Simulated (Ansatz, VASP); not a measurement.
## One calculation of Te2Mo, two programs

INCAR

```
SYSTEM = Te2Mo
  PREC = Accurate
  ENCUT = 520
  EDIFF = 1E-7
  ISMEAR = -1
  SIGMA = 0.05
  LREAL = .False.
  LASPH = .True.
  NELM = 60
  ALGO = Normal
  ISIF = 2
  LWAVE = .False.
  LCHARG = .False.
  GGA = PE
  NBANDS = 64
```

The input KPOINTS:

```
Automatic mesh
0
Gamma
  9 9 1
  0 0 0
```

Contents of POSCAR:

```
Te2Mo
1.0
    3.5613831954      0.0000000000      0.0000000000
   -1.7806915977      3.0842483198      0.0000000000
    0.0000000000      0.0000000000     38.9902681400
Te Mo
8 4
Direct
    0.3333333333      0.6666666667      0.3282231700
    0.3333333333      0.6666666667      0.9518180900
    0.6666666667      0.3333333333      0.1400809200
    0.6666666667      0.3333333333      0.7636306700
    0.6666666667      0.3333333333      0.0481819100
    0.6666666667      0.3333333333      0.6717768300
    0.3333333333      0.6666666667      0.2363693300
    0.3333333333      0.6666666667      0.8599190800
    0.6666666667      0.3333333333      0.2823380000
    0.6666666667      0.3333333333      0.9058588400
    0.3333333333      0.6666666667      0.0941411600
    0.3333333333      0.6666666667      0.7176620000
```

The input input.yaml:

```yaml
crystal:
  lattice:
    - [3.5613831954, 0.0, 0.0]
    - [-1.7806915977, 3.0842483198, 0.0]
    - [0.0, 0.0, 38.99026814]
  atoms:
    - { symbol: Te, position: [0.3333333333, 0.6666666667, 0.32822317] }
    - { symbol: Te, position: [0.3333333333, 0.6666666667, 0.95181809] }
    - { symbol: Te, position: [0.6666666667, 0.3333333333, 0.14008092] }
    - { symbol: Te, position: [0.6666666667, 0.3333333333, 0.76363067] }
    - { symbol: Te, position: [0.6666666667, 0.3333333333, 0.04818191] }
    - { symbol: Te, position: [0.6666666667, 0.3333333333, 0.67177683] }
    - { symbol: Te, position: [0.3333333333, 0.6666666667, 0.23636933] }
    - { symbol: Te, position: [0.3333333333, 0.6666666667, 0.85991908] }
    - { symbol: Mo, position: [0.6666666667, 0.3333333333, 0.282338] }
    - { symbol: Mo, position: [0.6666666667, 0.3333333333, 0.90585884] }
    - { symbol: Mo, position: [0.3333333333, 0.6666666667, 0.09414116] }
    - { symbol: Mo, position: [0.3333333333, 0.6666666667, 0.717662] }
hamiltonian:
  xc: pbe
  pseudopotentials: { kind: paw }
kpoints:
  mp_grid: { grid: [9, 9, 1] }
  band_path:
    path:
      - [[0.0, 0.0, 0.0], [0.5, 0.0, 0.0], [0.3333333333, 0.3333333333, 0.0], [0.0, 0.0, 0.0], [0.0, 0.0, 0.5], [0.5, 0.0, 0.5], [0.3333333333, 0.3333333333, 0.5], [0.0, 0.0, 0.5]]
      - [[0.5, 0.0, 0.5], [0.5, 0.0, 0.0]]
      - [[0.3333333333, 0.3333333333, 0.0], [0.3333333333, 0.3333333333, 0.5]]
    npoints: 10
scf:
  occupations: { method: fermi_dirac, width: 0.05 }
  n_extra_bands: 30
output:
  forces: true
  stress: true
  eigenvalues: true
  fatbands: true
  write_density: true
  write_potential: true
  elf: true
  volumetric_format: npy
```

Alike in both runs: functional PBE; k mesh 9 × 9 × 1; occupations fermi-dirac, width 0.05 eV; no spin polarisation.

|  | VASP | Ansatz |
| --- | --- | --- |
| version | VASP 6.6.1 | Ansatz 0.2.0 |
| potentials or method | VASP PAW PBE potentials, release 64 (Te, Mo_sv) | Ansatz PAW |
| plane-wave cutoff (eV) | 520 | 420 |
| valence electrons in the cell | 104 | 184 |
| task | single point | band structure |

```tsv
	VASP	Ansatz	Ansatz less VASP
gap on the k mesh at the Fermi level (eV)	0.99	1.00	+0.008
least direct gap on the mesh (eV)	1.00	1.00	+0.001
rms of the force components (eV/Å)	0.097	0.091	-0.0064
```

Atom by atom the forces differ by 0.006 eV/Å (rms over components). The two sets of potentials don't hold the same shells in valence.

Caveats: spin-orbit coupling is left out, which moves the levels of the heavy elements. Expect the measured gap to be larger: semilocal functionals such as PBE lack the derivative discontinuity.
